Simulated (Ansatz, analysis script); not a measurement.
## Free-standing square Co monolayer, spacing 2.65 Å: spin spirals and exchange: starting state

Ansatz 0.2.0; Ansatz DFT, two collinear spin channels, from typed moments; PBE, PAW set soft_1; PAW set soft_1.

The work starts on two spin channels, which tell the size of the moments.

The input, input.yaml:

```yaml
crystal:
  lattice:
    - [2.65, 0.0, 0.0]
    - [0.0, 2.65, 0.0]
    - [0.0, 0.0, 14.0]
  atoms:
    - { symbol: Co, position: [0.0, 0.0, 0.5], spin: 2.0 }
magnetization:
  spin_polarized: true
kpoints:
  mp_grid: { grid: [8, 8, 1] }
hamiltonian:
  xc: pbe
  pseudopotentials: { kind: paw, azcp: { folder: soft_1 } }
scf:
  occupations: { method: fermi_dirac, width: 0.1 }
  max_iter: 120
  convergence: { dr2_threshold: 1.0e-08 }
  lower_state_search: "off"
output:
  write_density: true
  write_potential: true
  elf: true
  volumetric_format: npy
```

Started as:

```bash
> ansatz run input.yaml --threads 4 --pin off --max-ram 8192MiB --backend cpu --events-out ev --progress --plain --runs-dir out
```

**Question.** What does this run give for the spin moment in the atom's sphere?

The site moments add up to 2.17 μB, near the cell's 2.15 μB; the space between the atoms is polarised against them.

Valence density in the ca plane at fractional y = 0.000, with atoms of Co within 0.2 Å of it. It is the smooth field of the valence electrons, not physical close to the nuclei.

ELF in the ca plane at fractional y = 0.000, with atoms of Co within 0.2 Å of it.

Spin moment in the atom's sphere by atom:

```csv
atom,spin moment in the atom's sphere (μB)
Co1,2.17
```

Spin density in the ca plane at fractional y = 0.000, with atoms of Co within 0.2 Å of it.

Ten even steps from '0' (0.0 e/Å³) to '9' (6.0 e/Å³), each cell a mean:
```
0000000000000000000352000000000000000000
0000000000000000000000000000000000000000
0000000000000000000000000000000000000000
0000000000000000000000000000000000000000
0000000000000000000000000000000000000000
0000000000000000000000000000000000000000
0000000000000000000131000000000000000000
0000000000000000001693000000000000000000
```
Columns run along c (14.0 Å), rows up along a (2.6 Å). Atoms in or near the plane, at fractional coordinates: Co at (0.50, 0.00).

Ten steps, logarithmic in the rise over the least value, from '0' (0 e/Å³) to '9' (41 e/Å³), each cell a mean:
```
0000000000000000014786200000000000000000
0000000000000000002453100000000000000000
0000000000000000001121000000000000000000
0000000000000000000010000000000000000000
0000000000000000000111000000000000000000
0000000000000000001332100000000000000000
0000000000000000013675200000000000000000
0000000000000000015897300000000000000000
```
Columns run along c (14.0 Å), rows up along a (2.6 Å). Atoms in or near the plane, at fractional coordinates: Co at (0.50, 0.00).

Values, 5 rows by 16 columns, each cell a mean:
```
0.00 0.00 0.00 0.00 0.00 0.03 0.10 0.33 0.42 0.11 0.05 0.01 0.00 0.00 0.00 0.00
0.00 0.00 0.00 0.00 0.00 0.05 0.18 0.24 0.24 0.20 0.07 0.01 0.00 0.00 0.00 0.00
0.00 0.00 0.00 0.00 0.00 0.05 0.22 0.29 0.27 0.26 0.08 0.01 0.00 0.00 0.00 0.00
0.00 0.00 0.00 0.00 0.00 0.04 0.15 0.25 0.28 0.16 0.06 0.01 0.00 0.00 0.00 0.00
0.00 0.00 0.00 0.00 0.00 0.03 0.08 0.37 0.49 0.10 0.04 0.01 0.00 0.00 0.00 0.00
```
Columns run along c (14.0 Å), rows up along a (2.6 Å). Atoms in or near the plane, at fractional coordinates: Co at (0.50, 0.00).

[Logs and program files are shortened in this print: banners, set-up blocks, solver, clock and traceback lines can be left out without a mark of their own.]

[Logs are printed without paths, hosts, clocks, repeated set-up lines and the standing remarks that a program may print on its own settings, such as how far it seeks lower states.]

[Hosts, paths, dates, database ids (printed as entryN), source tags and the programs' standing remarks are cut or masked in the printed files.]
